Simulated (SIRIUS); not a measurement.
# Al (P-3m1) in SIRIUS: single point with PBE

Aim: the single point of Al with PBE.

Program: SIRIUS 7.10.0. These are calculated values, not measurements. Logs are shortened: lines on timing, memory, paths and dates and some standing lists are left out, and cuts for length are marked. The log counts tension as positive stress, the text compression.

### 1 The undisturbed crystal

The structure is trigonal, space group P-3m1 (No. 164). The conventional cell has a = 2.871 Å, b = 2.871 Å, c = 11.601 Å, α = 90.00°, β = 90.00°, γ = 120.00°. Al (site symmetry 3m) has 12 Al at 2.84 to 2.87 Å as nearest neighbours. Al (site symmetry -3m) has 12 Al at 2.84 to 2.87 Å as nearest neighbours. Al (site symmetry 3m) is surrounded by 12 Al at 2.85 to 2.87 Å.

The cell was built by a generator and needn't be a form met in nature.

### 2 Single point, PBE (atoms moved at random, drawn with an rms of 0.05 Å)

sirius.json reads:

```json
{
  "control": {
    "processing_unit": "cpu",
    "verbosity": 2,
    "num_bands_to_print": 14,
    "print_forces": true,
    "print_stress": true
  },
  "parameters": {
    "electronic_structure_method": "pseudopotential",
    "xc_functionals": ["XC_GGA_X_PBE", "XC_GGA_C_PBE"],
    "gk_cutoff": 6.4,
    "pw_cutoff": 12.8,
    "ngridk": [11, 11, 3],
    "shiftk": [0, 0, 0],
    "smearing": "fermi_dirac",
    "smearing_width": 0.0018374661,
    "num_bands": 14,
    "num_mag_dims": 0,
    "num_dft_iter": 100,
    "energy_tol": 1e-08,
    "density_tol": 1e-06
  },
  "iterative_solver": {
    "type": "davidson",
    "min_tolerance": 1e-09,
    "tolerance_scale": [0.1, 0.25]
  },
  "mixer": {
    "type": "anderson",
    "beta": 0.7,
    "max_history": 8
  },
  "settings": {
    "tol_ne": 1e-10,
    "pseudo_grid_cutoff": 6.5
  },
  "unit_cell": {
    "lattice_vectors": [
      [5.425781649026, 0.0, 0.0],
      [-2.712890824513, 4.698860700666, 0.0],
      [0.0, 0.0, 21.923374175927]
    ],
    "atom_coordinate_units": "lattice",
    "atom_types": ["Al"],
    "atom_files": {
      "Al": "Al.json"
    },
    "atoms": {
      "Al": [
        [0.682115, 0.323, 0.799657],
        [0.016662, 0.009946, 0.003563],
        [0.337971, 0.674214, 0.197629],
        [0.678269, 0.347711, 0.39868],
        [0.313836, 0.663023, 0.600169]
      ]
    }
  }
}
```

Potentials or basis: PseudoDojo 0.4.1 PBE standard (scalar relativistic).

On the command line:

```sh
$ upf_to_json Al.upf
$ OMP_NUM_THREADS=1 sirius.scf --input=sirius.json --output=out.json --task=0
```

Log:

```text
[info] SIRIUS version : 7.10.0
[info] number of MPI ranks           : 1
[info] MPI grid                      : 1 1
[info] maximum number of OMP threads : 1
[fft] FFT context for density and potential
[fft] =====================================
[fft]   comm size                             : 1
[fft]   plane wave cutoff                     : 12.8
[fft]   grid size                             : 25 25 96   total : 60000
[fft]   grid limits                           : -12 12   -12 12   -47 48
[fft]   number of G-vectors within the cutoff : 9849
[fft]   local number of G-vectors             : 9849
[fft]   number of G-shells                    : 2785
[fft] FFT context for coarse grid
[fft] =====================================
[fft]   comm size                             : 1
[fft]   plane wave cutoff                     : 12.8
[fft]   grid size                             : 25 25 96   total : 60000
[fft]   grid limits                           : -12 12   -12 12   -47 48
[fft]   number of G-vectors within the cutoff : 9849
[fft]   local number of G-vectors             : 9849
[fft]   number of G-shells                    : 2785
[unit cell] lattice vectors
[unit cell]   a1 :       5.4257816490      0.0000000000      0.0000000000
[unit cell]   a2 :      -2.7128908245      4.6988607007      0.0000000000
[unit cell]   a3 :       0.0000000000      0.0000000000     21.9233741759
[unit cell] reciprocal lattice vectors
[unit cell]   b1 :       1.1580239887      0.6685860369     -0.0000000000
[unit cell]   b2 :       0.0000000000      1.3371720737      0.0000000000
[unit cell]   b3 :       0.0000000000     -0.0000000000      0.2865975491
[unit cell] unit cell volume :       558.93625276 [a.u.^3]
[unit cell] 1/sqrt(omega)    :         0.04229791
[unit cell] MT volume        :         0.00000000 ( 0.00%)
[unit cell] IT volume        :       558.93625276 (100.00%)
[unit cell] number of atom types : 1
[unit cell] type id : 0 symbol : Al mt_radius :  18.750000 num_atoms : 5
[unit cell] total number of atoms : 5
[unit cell] number of symmetry classes : 5
[unit cell] number of PAW atoms : 0
[unit cell] atom id  type id  class id             position                      vector_field
[unit cell] ------------------------------------------------------------------------------------------
[unit cell]      0        0        0      0.68212   0.32300   0.79966      0.00000   0.00000   0.00000
[unit cell]      1        0        1      0.01666   0.00995   0.00356      0.00000   0.00000   0.00000
[unit cell]      2        0        2      0.33797   0.67421   0.19763      0.00000   0.00000   0.00000
[unit cell]      3        0        3      0.67827   0.34771   0.39868      0.00000   0.00000   0.00000
[unit cell]      4        0        4      0.31384   0.66302   0.60017      0.00000   0.00000   0.00000
[unit cell] atom id         position (Cartesian, a.u.)
[unit cell] ---------------------------------------------
[unit cell]      0       2.824743    1.517732   17.531180
[unit cell]      1       0.063422    0.046735    0.078113
[unit cell]      2       0.004688    3.168038    4.332695
[unit cell]      3       2.736838    1.633846    8.740411
[unit cell]      4      -0.095903    3.115453   13.157730
[unit cell] class id : 0 atom id : 0
[unit cell] class id : 1 atom id : 1
[unit cell] class id : 2 atom id : 2
[unit cell] class id : 3 atom id : 3
[unit cell] class id : 4 atom id : 4
[unit cell] minimum bond length:     5.256872
[unit cell] total number of pseudo wave-functions: 20
[sym] space group number   : 1
[sym] international symbol : P1
[sym] Hall symbol          : P 1
[sym] space group transformation matrix :
[sym]   1.0000 -1.0000  0.0000
[sym]   1.0000 -0.0000  0.0000
[sym]   0.0000  0.0000  1.0000
[sym] space group origin shift :
[sym]   0.0000  0.0000  0.0000
[sym] number of space group operations  : 1
[sym] number of magnetic group operations : 1
[sym] metric tensor error: 0.0000e+00
[sym] rotation matrix error: 3.3307e-16
[... 264 lines left out ...]
[diagonalize] ...
[diagonalize] ik:  177    0.104913    0.106979    0.117677    0.120108    0.164758    0.171980    0.210404    0.217214    0.307868    0.315093    0.366027    0.376796    0.412577    0.429204
[diagonalize] ik:  178    0.036104    0.049362    0.101164    0.138662    0.187246    0.202530    0.241837    0.256202    0.291846    0.314411    0.392027    0.405760    0.424143    0.450804
[diagonalize] ik:  179   -0.020661   -0.007194    0.045312    0.084303    0.186079    0.243187    0.293925    0.301082    0.352406    0.383488    0.394203    0.437124    0.456731    0.486333
[diagonalize] ik:  180   -0.063650   -0.050066    0.002882    0.042370    0.145350    0.209601    0.356496    0.392223    0.405775    0.453957    0.459630    0.471277    0.485620    0.491379
[diagonalize] ik:  181   -0.092506   -0.078849   -0.025610    0.014129    0.117825    0.182870    0.332797    0.417134    0.514019    0.517565    0.527993    0.529434    0.566010    0.578851
[find] Charges and magnetic moments
[find] --------------------------------------------------------------------------------
[find] total charge          : 15.000000
[find] Energy
[find] --------------------------------------------------------------------------------
[find] valence_eval_sum               :       1.91546867
[find] <rho|V^{XC}>                   :      -5.41770476
[find] <rho|E^{XC}>                   :      -5.41163355
[find] <mag|B^{XC}>                   :       0.00000000
[find] <rho|V^{H}>                    :       0.04312054
[find] one-electron contribution      :       7.29005290 (Ha),      14.58010579 (Ry)
[find] hartree contribution           :       0.02156027
[find] xc contribution                :      -5.41163355
[find] ewald contribution             :     -13.48490196
[find] PAW contribution               :       0.00000000
[find] smearing (-TS)                 :      -0.00071525
[find] SCF correction                 :      -0.00000019
[find] Total energy                   :     -11.58492254 (Ha),     -23.16984507 (Ry)
[find] Free energy (E-TS)             :     -11.58563779 (Ha),     -23.17127558 (Ry)
[find] band gap (eV)                  :       0.00000000
[find] Efermi                         :       0.29140895
[find] iteration : 11, RMS : 1.479499249191e-07, energy difference : -8.854629029997e-09
[find] Hartree energy of density residual : 1.691279667478e-10
[find] bands are converged : false
[find] iterative solver converged : true
[find] converged after 12 SCF iterations!
[find] Charges and magnetic moments
[find] --------------------------------------------------------------------------------
[find] total charge          : 15.000000
[find] Energy
[find] --------------------------------------------------------------------------------
[find] valence_eval_sum               :       1.91546867
[find] <rho|V^{XC}>                   :      -5.41770476
[find] <rho|E^{XC}>                   :      -5.41163355
[find] <mag|B^{XC}>                   :       0.00000000
[find] <rho|V^{H}>                    :       0.04312054
[find] one-electron contribution      :       7.29005290 (Ha),      14.58010579 (Ry)
[find] hartree contribution           :       0.02156027
[find] xc contribution                :      -5.41163355
[find] ewald contribution             :     -13.48490196
[find] PAW contribution               :       0.00000000
[find] smearing (-TS)                 :      -0.00071525
[find] SCF correction                 :      -0.00000019
[find] Total energy                   :     -11.58492254 (Ha),     -23.16984507 (Ry)
[find] Free energy (E-TS)             :     -11.58563779 (Ha),     -23.17127558 (Ry)
[find] band gap (eV)                  :       0.00000000
[find] Efermi                         :       0.29140895
[ground_state] === stress tensor components [kbar] ===
[ground_state] === stress_kin ===
[ground_state] -1487.565261    0.996608    0.143341
[ground_state]     0.996608-1489.895957    1.174086
[ground_state]     0.143341    1.174086-1510.052667
[ground_state] === stress_har ===
[ground_state]    -4.889871   -0.111715    0.009593
[ground_state]    -0.111715   -4.742618    0.018059
[ground_state]     0.009593    0.018059   -1.716300
[ground_state] === stress_ewald ===
[ground_state]  2371.045329   -6.775102   -0.626363
[ground_state]    -6.775102 2379.566076    0.404779
[ground_state]    -0.626363    0.404779 2347.505047
[ground_state] === stress_vloc ===
[ground_state]  -278.241601    6.843124    0.588678
[ground_state]     6.843124 -286.717586   -0.399054
[ground_state]     0.588678   -0.399054 -257.533733
[ground_state] === stress_xc ===
[ground_state]     6.591915   -0.020986   -0.002384
[ground_state]    -0.020986    6.618171    0.002346
[ground_state]    -0.002384    0.002346    6.485510
[ground_state] === stress_core ===
[ground_state]   773.129017    0.158998    0.023494
[ground_state]     0.158998  772.953122   -0.026946
[ground_state]     0.023494   -0.026946  774.161849
[ground_state] === stress_nonloc ===
[ground_state] -1368.512299   -1.232084   -0.209229
[ground_state]    -1.232084-1367.192686    0.240816
[ground_state]    -0.209229    0.240816-1376.347419
[ground_state] === stress_us_nl ===
[ground_state] -1368.512299   -1.232084   -0.209229
[ground_state]    -1.232084-1367.192686    0.240816
[ground_state]    -0.209229    0.240816-1376.347419
[ground_state] === stress_total ===
[ground_state]    11.557228   -0.141158   -0.072870
[ground_state]    -0.141158   10.588521    1.414087
[ground_state]    -0.072870    1.414087  -17.497713
[ground_state] ==== total Forces in Ha/bohr =====
[ground_state] atom:    0, force:      -0.0013157      0.0003367      0.0038522
[ground_state] atom:    1, force:      -0.0003223     -0.0004916     -0.0060978
[ground_state] atom:    2, force:       0.0007426      0.0002334      0.0033746
[ground_state] atom:    3, force:      -0.0008549     -0.0004507     -0.0010694
[ground_state] atom:    4, force:       0.0017504      0.0003721     -0.0000596
[ground_state] ==== ultrasoft contribution from Qij =====
[ground_state] atom:    0, force:       0.0000000      0.0000000      0.0000000
[ground_state] atom:    1, force:       0.0000000      0.0000000      0.0000000
[ground_state] atom:    2, force:       0.0000000      0.0000000      0.0000000
[ground_state] atom:    3, force:       0.0000000      0.0000000      0.0000000
[ground_state] atom:    4, force:       0.0000000      0.0000000      0.0000000
[ground_state] ==== non-local contribution from Beta-projector =====
[ground_state] atom:    0, force:      -0.0038521      0.0011732      0.0061895
[ground_state] atom:    1, force:      -0.0005119     -0.0014266     -0.0121041
[ground_state] atom:    2, force:       0.0016975      0.0006750      0.0072641
[ground_state] atom:    3, force:      -0.0020283     -0.0011442      0.0004758
[ground_state] atom:    4, force:       0.0040017      0.0009338     -0.0017604
[ground_state] ==== contribution from local potential =====
[ground_state] atom:    0, force:       0.0052531     -0.0017979     -0.0062776
[ground_state] atom:    1, force:       0.0004081      0.0019446      0.0798382
[ground_state] atom:    2, force:      -0.0019057     -0.0008953     -0.0503159
[ground_state] atom:    3, force:       0.0027812      0.0019906     -0.0288685
[ground_state] atom:    4, force:      -0.0058919     -0.0014383      0.0055661
[ground_state] ==== contribution from core density =====
[ground_state] atom:    0, force:       0.0003016     -0.0000960     -0.0005068
[ground_state] atom:    1, force:       0.0000349      0.0001119      0.0010738
[ground_state] atom:    2, force:      -0.0001254     -0.0000526     -0.0007021
[ground_state] atom:    3, force:       0.0001587      0.0000976     -0.0000665
[ground_state] atom:    4, force:      -0.0003214     -0.0000760      0.0001946
[ground_state] ==== Ewald forces from ions =====
[ground_state] atom:    0, force:      -0.0030184      0.0010573      0.0044465
[ground_state] atom:    1, force:      -0.0002534     -0.0011215     -0.0749066
[ground_state] atom:    2, force:       0.0010762      0.0005063      0.0471306
[ground_state] atom:    3, force:      -0.0017664     -0.0013947      0.0273880
[ground_state] atom:    4, force:       0.0039619      0.0009526     -0.0040585
[~DFT_ground_state] local op. applied: 132110
[~DFT_ground_state] evp. work count: 44004.8
[~DFT_ground_state] number of iterative solver steps: 19530
```

It took 4.2 min on 1 thread of Arm Neoverse V2, shared host; peak memory 1.2 GiB.

What came out:

| Quantity | Value |
| --- | --- |
| Free energy | -315.2613 eV |
| Pressure | -0.2 GPa |
| Largest force | 0.315 eV/Å |
| Band gap on the k mesh | none (metal or under the smearing width) |

Forces in eV/Å, atoms in the order of the input:
```
Al  -0.068  0.017  0.198
Al  -0.017 -0.025 -0.314
Al   0.038  0.012  0.174
Al  -0.044 -0.023 -0.055
Al   0.090  0.019 -0.003
```

Stress tensor (GPa, compression positive):
```
-1.16  0.01  0.01
 0.01 -1.06 -0.14
 0.01 -0.14  1.75
```
